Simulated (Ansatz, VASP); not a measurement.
**La2O3 in VASP and in Ansatz**

```
CELL_PARAMETERS angstrom
3.88269 0.00000 0.00000
-1.94134 3.36251 0.00000
0.00000 0.00000 5.95157
ATOMIC_POSITIONS crystal
La 0.66667 0.33333 0.75601
La 0.33333 0.66667 0.24399
O 0.66667 0.33333 0.35346
O 0.33333 0.66667 0.64654
O 0.00000 0.00000 0.00000
```

Alike in both runs: functional LDA; k mesh 6 × 6 × 4; occupations gaussian, width 0.02 eV; no spin polarisation.

Ansatz relaxed the structure, and its values are those at the end. VASP's run is a single point on that final structure, the one shown.

|  | VASP | Ansatz |
| --- | --- | --- |
| version | VASP 6.6.1 | Ansatz 0.2.0 |
| potentials or method | VASP PAW LDA potentials, release 64 (La, O) | scalar-relativistic, plane waves, PAW |
| plane-wave cutoff (eV) | 520 | 420 |
| valence electrons in the cell | 40 | 40 |

```tsv
	VASP	Ansatz	Ansatz less VASP
gap on the k mesh at the Fermi level (eV)	3.73	3.74	+0.010
least direct gap on the mesh (eV)	3.80	3.81	+0.009
pressure (GPa)	0.0	0.0	+0.02
rms of the force components (eV/Å)	0.004	0.000	-0.0035
```

Caveats: spin-orbit coupling is left out, which moves the levels of the heavy elements. A k mesh can miss the band edges. LDA gaps usually lie below the measured ones, often by a third to a half.
